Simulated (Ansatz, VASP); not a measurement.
## One calculation of AlRu, two programs

```xyz
2
Lattice="2.9916 0.0000 0.0000 0.0000 2.9916 0.0000 0.0000 0.0000 2.9916" Properties=species:S:1:pos:R:3 pbc="T T T"
Ru    1.4958    1.4958    1.4958
Al    0.0000    0.0000    0.0000
```

Alike in both runs: functional PBEsol; k mesh 9 × 9 × 9; occupations fermi-dirac, width 0.05 eV; no spin polarisation.

```csv
,VASP,Ansatz
version,VASP 6.6.1,Ansatz 0.2.0
potentials or method,"VASP PAW PBE potentials, release 64 (Ru_pv, Al), cutoff 520 eV","all-electron LAPW, non-relativistic"
task,single point,band structure
```

|  | VASP | Ansatz | Ansatz less VASP |
| --- | --- | --- | --- |
| gap on the k mesh at the Fermi level (eV) | none | none | - |
| pressure (GPa) | -3.3 | 0.3 | +3.54 |

A gap of «none» marks a metal or a gap that the smearing closes. Ansatz ran all-electron here, so the differences hold the error of VASP's frozen core and of both bases.

Caveats: the PAW data sets were made with another functional, which shifts forces and pressure a little (VASP); relativity is left out, which matters for the heavier elements (Ansatz).
